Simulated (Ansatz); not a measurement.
# SnO: energy along a strain

SnO, P4/nmm, a = 3.802 Å, c = 4.836 Å (as given, not relaxed at this level: -2.1 GPa, forces to 0.06 eV/Å). Ansatz: PBEsol+D3(BJ), PAW, 420 eV, Γ-centred 12×12×10 mesh on 4 atoms, Gaussian smearing 0.15 eV; no spin polarisation. Cell vectors (Å): 3.802 0.000 0.000; 0.000 3.802 0.000; 0.000 0.000 4.836. The cell is strained by x per cent times the pattern (0 0 0 1 0 0) in the order xx yy zz yz xz xy (engineering shears), with fractional coordinates held. y is the free energy over the start, V0 = 17.476 Å³/atom. Symmetry makes y even in x. Points with a strain past 8.5 % were computed too (2) and aren't used here.

```
x (%) y (meV/atom)
-5.00          7.03
 0.00          0.00
 1.25          0.44
 2.50             ?
 3.75          3.96
 6.25         11.01
 7.50         15.91
```

**Question.** Fit y = c2 x² + c4 x⁴ to the other rows, get the stiffness along the pattern, and predict the missing energy.

**Answer.** Least squares on the rows shown. y = 0.28018 x² + 4.6447×10⁻⁵ x⁴. The clamped-ion stiffness p·C·p = 2 × 2.802 eV × 160.2 / 17.476 Å³ = 51 GPa, which is C44 in these axes (second derivative at the start, which stands under stress). At x = 2.50 the fit asked for gives 1.75 meV/atom. The run gave 1.75 meV/atom, the same to the digits shown.